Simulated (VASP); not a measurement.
Mg8O7 (a cell with a defect), 15 atoms in the cell. The cell holds a defect, 15 atoms: a = 6.003 Å, b = 6.003 Å, c = 6.003 Å, α = 60.00°, β = 60.00°, γ = 60.00°. 

| Quantity | Value |
| --- | --- |
| Program | VASP 6.6.1 |
| Task | relaxation of the atoms |
| Functional | PBE |
| Potentials or basis | VASP PAW PBE potentials, release 64 (Mg, O) |
| Cutoff | 450 eV |
| k mesh | 2 × 2 × 2 |
| Occupations | gaussian, width 0.01 eV |
| Spin | no spin polarisation |
| Monkhorst-Pack mesh | no |

Potentials or basis: VASP PAW PBE potentials, release 64 (Mg, O).

The run is started by

```bash
$ cat potpaw_PBE.64/Mg/POTCAR potpaw_PBE.64/O/POTCAR > POTCAR
$ mpirun -np 2 vasp_std > vasp.out
```

Hardware: 2 MPI ranks on Intel(R) Xeon(R) Platinum 8375C CPU @ 2.90GHz (Ice Lake), with other jobs on the host.

Estimate the wall time of this run.

Run time: 2.8 min on 2 MPI ranks on Intel(R) Xeon(R) Platinum 8375C CPU @ 2.90GHz (Ice Lake), with other jobs on the host, peak memory 0.15 GiB a rank. Counts: scf iterations 77, k points 8, ion steps 11.
